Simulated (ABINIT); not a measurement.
# GaN (P6_3mc) in ABINIT: a series of runs

Aim: see how the results for GaN move with the level of theory and the settings. Levels: LDA, PBEsol. Tasks: single point, relaxation of cell and atoms.

All numbers are computed with ABINIT 10.8.3 (patched build); they aren't measurements. Logs are shortened: lines on timing, memory, paths and dates and some standing lists are left out, and cuts for length are marked. The log counts tension as positive stress, the text compression.

**What was measured.**

“Studying electronic properties in GaN without electrical contacts using γ-γ vs e−-γ Perturbed Angular Correlations”, 2019, pmc:6823545 quotes, for a bulk crystal of GaN: band gap 3.503 ± 0.005 eV (direct).

How close the calculation comes is told below.

## Step 1: The structure

It takes space group P6_3mc (No. 186, hexagonal). Conventional cell: a = 3.180 Å, b = 3.180 Å, c = 5.166 Å, α = 90.00°, β = 90.00°, γ = 120.00°. Around Ga (site symmetry 3m) lie 4 N at 1.94 to 1.95 Å. N (site symmetry 3m) has 4 Ga at 1.94 to 1.95 Å as nearest neighbours.

## Step 2: Single point, LDA

run.abi reads:

```
# Pseudopotentials
pp_dirpath "./"
pseudos "Ga.upf, N.upf"

# Structure
acell 3*1.0 Angstrom
rprim
     3.1800000000     0.0000000000     0.0000000000
    -1.5900000000     2.7539607840     0.0000000000
     0.0000000000     0.0000000000     5.1660000000
ntypat 2
znucl 31 7
natom 4
typat 1 1 2 2
xcart
     3.0046645385     1.7347438797     4.8811625799
    -0.0000000003     3.4694877600     0.0000000000
     3.0046645385     1.7347438797     8.5420345148
    -0.0000000003     3.4694877600     3.6608719349

# Plane-wave basis
ecut 36.0

# k points
kptopt 1
ngkpt 8 8 4
nshiftk 1
shiftk 0.0 0.0 0.0

# Exchange and correlation
ixc 7

# Bands and occupations
nband 22
occopt 3
tsmear 0.05 eV

# SCF cycle
nstep 100
tolvrs 1.0e-10

# Output
iomode 3
prtwf 0
prteig 0
prtebands 0
enunit 2
prtden 1
prtvha 1
prtvclmb 1
prtpot 1
prtelf 1
```

Potentials or basis: PseudoDojo NC SR LDA v0.4.1 standard.

Run with:

```sh
> abinit run.abi > log 2>&1
```

run.abo:

```text
.Version 10.8.3 of ABINIT
 Symmetries : space group P6_3 m c (#186); Bravais hP (primitive hexag.)
================================================================================
 Values of the parameters that define the memory need of the present run
     intxc =       0    ionmov =       0      iscf =       7    lmnmax =       6
     lnmax =       6     mgfft =      54  mpssoang =       3    mqgrid =    3001
     natom =       4  nloc_mem =       1    nspden =       1   nspinor =       1
    nsppol =       1      nsym =      12    n1xccc =    2501    ntypat =       2
    occopt =       3   xclevel =       1
       mpw =        3164          nfft =       69984          nkpt =          30
================================================================================
================================================================================

--------------------------------------------------------------------------------
------------- Echo of variables that govern the present computation ------------
--------------------------------------------------------------------------------
 -outvars: echo values of preprocessed input variables --------
            acell      1.8897261259E+00  1.8897261259E+00  1.8897261259E+00 Bohr
              amu      6.97230000E+01  1.40067400E+01
             ecut      3.60000000E+01 Hartree
           enunit           2
              ixc           7
         kptrlatt        8    0    0      0    8    0      0    0    4
          kptrlen      3.90493007E+01
            natom           4
            nband          22
            ngfft          36      36      54
             nkpt          30
            nstep         100
             nsym          12
           ntypat           2
           occopt           3
        prtebands           0
           prteig           0
           prtelf           1
           prtpot           1
         prtvclmb           1
           prtvha           1
            prtwf           0
            rprim      3.1800000000E+00  0.0000000000E+00  0.0000000000E+00
                      -1.5900000000E+00  2.7539607840E+00  0.0000000000E+00
                       0.0000000000E+00  0.0000000000E+00  5.1660000000E+00
          spgroup         186
           tolvrs      1.00000000E-10
           tsmear      1.83746611E-03 Hartree
            typat      1  1  2  2
           xangst      1.5899999995E+00  9.1798692706E-01  2.5830000000E+00
                      -5.2742404307E-10  1.8359738551E+00  0.0000000000E+00
                       1.5899999995E+00  9.1798692706E-01  4.5202499987E+00
                      -5.2742404307E-10  1.8359738551E+00  1.9372499987E+00
            xcart      3.0046645392E+00  1.7347438793E+00  4.8811625832E+00
[... 156 lines left out ...]
 cartesian forces (hartree/bohr) at end:
    1     -0.00000000000000     0.00000000000000    -0.00244567736908
    2      0.00000000000000    -0.00000000000000    -0.00244567736908
    3      0.00000000000000     0.00000000000000     0.00244567736908
    4     -0.00000000000000    -0.00000000000000     0.00244567736908
 frms,max,avg= 1.4120125E-03 2.4456774E-03   0.000E+00  0.000E+00 -3.138E-09 h/b

 cartesian forces (eV/Angstrom) at end:
    1     -0.00000000000000     0.00000000000000    -0.12576178678342
    2      0.00000000000000    -0.00000000000000    -0.12576178678342
    3      0.00000000000000     0.00000000000000     0.12576178678342
    4     -0.00000000000000    -0.00000000000000     0.12576178678342
 frms,max,avg= 7.2608601E-02 1.2576179E-01   0.000E+00  0.000E+00 -1.613E-07 e/A
 length scales=  1.889726125908  1.889726125908  1.889726125908 bohr
              =  1.000000000000  1.000000000000  1.000000000000 angstroms
 Fermi (or HOMO) energy (hartree) =   0.22558   Average Vxc (hartree)=  -0.45058
 Eigenvalues (hartree) for nkpt=  30  k points:
 kpt#   1, nband= 22, wtk=  0.00391, kpt=  0.0000  0.0000  0.0000 (reduced coord)
  -0.39747   -0.36600   -0.31440   -0.31362   -0.31362   -0.31133   -0.31133   -0.30446
  -0.30446   -0.30073   -0.30073   -0.24813   -0.07758    0.14824    0.14824    0.18533
   0.18766    0.18766    0.26154    0.34297    0.52260    0.54692
      occupation numbers for kpt#   1
   2.00000    2.00000    2.00000    2.00000    2.00000    2.00000    2.00000    2.00000
   2.00000    2.00000    2.00000    2.00000    2.00000    2.00000    2.00000    2.00000
   2.00000    2.00000    0.00000    0.00000    0.00000    0.00000
 prteigrs : prtvol=0 or 1, do not print more k-points.

 Fermi (or HOMO) energy (eV) =   6.13821   Average Vxc (eV)= -12.26101
 Eigenvalues (   eV  ) for nkpt=  30  k points:
 kpt#   1, nband= 22, wtk=  0.00391, kpt=  0.0000  0.0000  0.0000 (reduced coord)
 -10.81581   -9.95942   -8.55523   -8.53401   -8.53401   -8.47184   -8.47184   -8.28485
  -8.28485   -8.18333   -8.18333   -6.75193   -2.11108    4.03368    4.03368    5.04298
   5.10662    5.10662    7.11679    9.33257   14.22055   14.88244
 prteigrs : prtvol=0 or 1, do not print more k-points.

--- !EnergyTerms
iteration_state     : {dtset: 1, }
comment             : Components of total free energy in Hartree
kinetic             :  1.39932442732741E+02
hartree             :  4.34544296770035E+01
xc                  : -4.73414169120519E+01
Ewald energy        : -1.17003474104453E+02
psp_core            :  7.04929758482815E+00
local_psp           : -1.20970388235338E+02
non_local_psp       : -7.86690032801067E+01
internal            : -1.73548112537377E+02
'-kT*entropy'       : -1.94857624238033E-12
total_energy        : -1.73548112537379E+02
total_energy_eV     : -4.72248472251560E+03
band_energy         : -6.57324269430072E+00
...

 Cartesian components of stress tensor (hartree/bohr^3)
  sigma(1 1)=  2.56776545E-04  sigma(3 2)=  0.00000000E+00
  sigma(2 2)=  2.56776546E-04  sigma(3 1)=  0.00000000E+00
  sigma(3 3)=  1.85779076E-04  sigma(2 1)=  0.00000000E+00

-Cartesian components of stress tensor (GPa)         [Pressure= -6.8584E+00 GPa]
- sigma(1 1)=  7.55462679E+00  sigma(3 2)=  0.00000000E+00
- sigma(2 2)=  7.55462681E+00  sigma(3 1)=  0.00000000E+00
- sigma(3 3)=  5.46580913E+00  sigma(2 1)=  0.00000000E+00

== END DATASET(S) ==============================================================
================================================================================

 -outvars: echo values of variables after computation  --------
            acell      1.8897261259E+00  1.8897261259E+00  1.8897261259E+00 Bohr
           etotal     -1.7354811254E+02
            fcart     -9.1766274458E-26  5.2981283262E-26 -2.4456773691E-03
                       9.1766274458E-26 -5.2981283262E-26 -2.4456773691E-03
                       3.5846200960E-28  2.0695813774E-28  2.4456773691E-03
                      -3.5846200960E-28 -2.0695813774E-28  2.4456773691E-03
            rprim      3.1800000000E+00  0.0000000000E+00  0.0000000000E+00
                      -1.5900000000E+00  2.7539607840E+00  0.0000000000E+00
                       0.0000000000E+00  0.0000000000E+00  5.1660000000E+00
           strten      2.5677654543E-04  2.5677654602E-04  1.8577907610E-04
                       0.0000000000E+00  0.0000000000E+00  0.0000000000E+00
           xangst      1.5899999995E+00  9.1798692706E-01  2.5830000000E+00
                      -5.2742404307E-10  1.8359738551E+00  0.0000000000E+00
                       1.5899999995E+00  9.1798692706E-01  4.5202499987E+00
                      -5.2742404307E-10  1.8359738551E+00  1.9372499987E+00
             xred      6.6666666633E-01  3.3333333299E-01  5.0000000000E-01
                       3.3333333300E-01  6.6666666633E-01  0.0000000000E+00
                       6.6666666633E-01  3.3333333299E-01  8.7499999974E-01
                       3.3333333300E-01  6.6666666633E-01  3.7499999974E-01
 Calculation completed.
```

Wall time 90 s (1 thread of Arm Neoverse V1, shared host); peak memory 0.09 GiB.

Results:

```yaml
Free_energy: -4722.4847 eV
Largest_force: 0.126 eV/Å
Band_gap_on_the_k_mesh: 2.01 eV, direct
Valence_electrons_inside_the_program's_atomic_spheres: Ga 10.91; N 5.24
```

Forces in eV/Å, atoms in the order of the input:
```
Ga   0.000  0.000 -0.126
Ga   0.000  0.000 -0.126
N    0.000  0.000  0.126
N    0.000  0.000  0.126
```

Levels at points of the mesh, in eV from the valence-band top:
```
           k point  band 15  band 16  band 17  band 18  band 19  band 20  band 21  band 22
(0.00, 0.00, 0.00)    -1.07    -0.06     0.00     0.00     2.01     4.23     9.11     9.78
(0.50, 0.00, 0.00)    -4.32    -2.81    -2.30    -1.00     4.95     5.55     5.96     8.54
(0.00, 0.00, 0.50)    -0.55    -0.55    -0.55    -0.55     4.26     4.26     8.40     8.40
(0.50, 0.00, 0.50)    -1.98    -1.98    -1.94    -1.94     4.34     4.34     7.70     7.70
```

Caveat: the cutoff is too short for stress, so the log's stress isn't used.

## Step 3: Single point, PBEsol

run.abi reads:

```
# Pseudopotentials
pp_dirpath "./"
pseudos "Ga.upf, N.upf"

# Structure
acell 3.18 3.18 5.166 Angstrom
rprim
     1.0000000000     0.0000000000     0.0000000000
    -0.5000000000     0.8660254038     0.0000000000
     0.0000000000     0.0000000000     1.0000000000
ntypat 2
znucl 31 7
natom 4
typat 1 1 2 2
xred
     0.6666666667     0.3333333333     0.5000000000
     0.3333333333     0.6666666667     0.0000000000
     0.6666666667     0.3333333333     0.8750000000
     0.3333333333     0.6666666667     0.3750000000

# Plane-wave basis
ecut 979.609905 eV

# k points
kptopt 1
ngkpt 8 8 4
nshiftk 1
shiftk 0.0 0.0 0.0

# Exchange and correlation
ixc -116133

# Bands and occupations
nband 22
occopt 3
tsmear 0.00183747

# SCF cycle
nstep 100
tolvrs 1.0e-10

# Output
iomode 3
prtwf 0
prtden 0
prteig 0
prtebands 0
enunit 2
```

Potentials or basis: PseudoDojo NC SR PBEsol v0.4.1 standard.

Run with:

```sh
> abinit run.abi > log 2>&1
```

run.abo:

```text
.Version 10.8.3 of ABINIT
 Symmetries : space group P6_3 m c (#186); Bravais hP (primitive hexag.)
================================================================================
 Values of the parameters that define the memory need of the present run
     intxc =       0    ionmov =       0      iscf =       7    lmnmax =       6
     lnmax =       6     mgfft =      54  mpssoang =       3    mqgrid =    3001
     natom =       4  nloc_mem =       1    nspden =       1   nspinor =       1
    nsppol =       1      nsym =      12    n1xccc =    2501    ntypat =       2
    occopt =       3   xclevel =       2
       mpw =        3164          nfft =       69984          nkpt =          30
================================================================================
================================================================================

--------------------------------------------------------------------------------
------------- Echo of variables that govern the present computation ------------
--------------------------------------------------------------------------------
 -outvars: echo values of preprocessed input variables --------
            acell      6.0093290804E+00  6.0093290804E+00  9.7623251664E+00 Bohr
              amu      6.97230000E+01  1.40067400E+01
             ecut      3.60000000E+01 Hartree
           enunit           2
              ixc     -116133
         kptrlatt        8    0    0      0    8    0      0    0    4
          kptrlen      3.90493007E+01
            natom           4
            nband          22
            ngfft          36      36      54
             nkpt          30
            nstep         100
             nsym          12
           ntypat           2
           occopt           3
           prtden           0
        prtebands           0
           prteig           0
            prtwf           0
            rprim      1.0000000000E+00  0.0000000000E+00  0.0000000000E+00
                      -5.0000000000E-01  8.6602540380E-01  0.0000000000E+00
                       0.0000000000E+00  0.0000000000E+00  1.0000000000E+00
          spgroup         186
           tolvrs      1.00000000E-10
[... 160 lines left out ...]
 Eigenvalues (hartree) for nkpt=  30  k points:
 kpt#   1, nband= 22, wtk=  0.00391, kpt=  0.0000  0.0000  0.0000 (reduced coord)
  -0.39252   -0.35854   -0.30162   -0.30084   -0.30084   -0.29854   -0.29854   -0.29161
  -0.29161   -0.28786   -0.28786   -0.23943   -0.06786    0.15767    0.15767    0.19476
   0.19704    0.19704    0.26863    0.35333    0.53389    0.55934
      occupation numbers for kpt#   1
   2.00000    2.00000    2.00000    2.00000    2.00000    2.00000    2.00000    2.00000
   2.00000    2.00000    2.00000    2.00000    2.00000    2.00000    2.00000    2.00000
   2.00000    2.00000    0.00000    0.00000    0.00000    0.00000
 prteigrs : prtvol=0 or 1, do not print more k-points.

 Fermi (or HOMO) energy (eV) =   6.36224   Average Vxc (eV)= -12.03332
 Eigenvalues (   eV  ) for nkpt=  30  k points:
 kpt#   1, nband= 22, wtk=  0.00391, kpt=  0.0000  0.0000  0.0000 (reduced coord)
 -10.68108   -9.75638   -8.20740   -8.18633   -8.18633   -8.12359   -8.12359   -7.93500
  -7.93500   -7.83297   -7.83297   -6.51517   -1.84654    4.29037    4.29037    5.29960
   5.36169    5.36169    7.30980    9.61451   14.52789   15.22052
 prteigrs : prtvol=0 or 1, do not print more k-points.

--- !EnergyTerms
iteration_state     : {dtset: 1, }
comment             : Components of total free energy in Hartree
kinetic             :  1.40085117627831E+02
hartree             :  4.34671720955783E+01
xc                  : -4.76083616245131E+01
Ewald energy        : -1.17003474103145E+02
psp_core            :  7.02174576313230E+00
local_psp           : -1.20817108471041E+02
non_local_psp       : -7.86049697341986E+01
internal            : -1.73459878446356E+02
'-kT*entropy'       : -3.53500921783720E-12
total_energy        : -1.73459878446359E+02
total_energy_eV     : -4.72008375058480E+03
band_energy         : -6.18923686798282E+00
...

 Cartesian components of stress tensor (hartree/bohr^3)
  sigma(1 1)=  5.28501530E-05  sigma(3 2)=  0.00000000E+00
  sigma(2 2)=  5.28501521E-05  sigma(3 1)=  0.00000000E+00
  sigma(3 3)= -1.71675287E-05  sigma(2 1)=  0.00000000E+00

-Cartesian components of stress tensor (GPa)         [Pressure= -8.6824E-01 GPa]
- sigma(1 1)=  1.55490518E+00  sigma(3 2)=  0.00000000E+00
- sigma(2 2)=  1.55490516E+00  sigma(3 1)=  0.00000000E+00
- sigma(3 3)= -5.05086132E-01  sigma(2 1)=  0.00000000E+00

== END DATASET(S) ==============================================================
================================================================================

 -outvars: echo values of variables after computation  --------
            acell      6.0093290804E+00  6.0093290804E+00  9.7623251664E+00 Bohr
           etotal     -1.7345987845E+02
            fcart      3.5846200960E-28  1.3452278953E-27 -2.5924596243E-03
                      -3.5846200960E-28 -1.1382697575E-27 -2.5924596243E-03
                      -0.0000000000E+00 -1.0347906887E-28  2.5924596243E-03
                      -0.0000000000E+00 -1.0347906887E-28  2.5924596243E-03
            rprim      1.0000000000E+00  0.0000000000E+00  0.0000000000E+00
                      -5.0000000000E-01  8.6602540380E-01  0.0000000000E+00
                       0.0000000000E+00  0.0000000000E+00  1.0000000000E+00
           strten      5.2850152975E-05  5.2850152147E-05 -1.7167528681E-05
                       0.0000000000E+00  0.0000000000E+00  0.0000000000E+00
           xangst      1.5900000000E+00  9.1798692803E-01  2.5830000000E+00
                      -9.7460713976E-17  1.8359738561E+00  0.0000000000E+00
                       1.5900000000E+00  9.1798692803E-01  4.5202500000E+00
                      -9.7460713976E-17  1.8359738561E+00  1.9372500000E+00
             xred      6.6666666667E-01  3.3333333333E-01  5.0000000000E-01
                       3.3333333333E-01  6.6666666667E-01  0.0000000000E+00
                       6.6666666667E-01  3.3333333333E-01  8.7500000000E-01
                       3.3333333333E-01  6.6666666667E-01  3.7500000000E-01
 Calculation completed.
```

Run time: 84 s. Hardware: 1 thread of Arm Neoverse V1, shared host; peak memory 0.1 GiB.

Results:

* Free energy: -4720.0838 eV
* Pressure: -0.9 GPa
* Largest force: 0.133 eV/Å
* Band gap on the k mesh: 1.95 eV, direct
* Valence electrons inside the program's atomic spheres: Ga 10.90; N 5.25

Forces in eV/Å, atoms in the order of the input:
```
Ga   0.000  0.000 -0.133
Ga   0.000  0.000 -0.133
N    0.000  0.000  0.133
N    0.000  0.000  0.133
```

(Continued in part 2 of 2.)
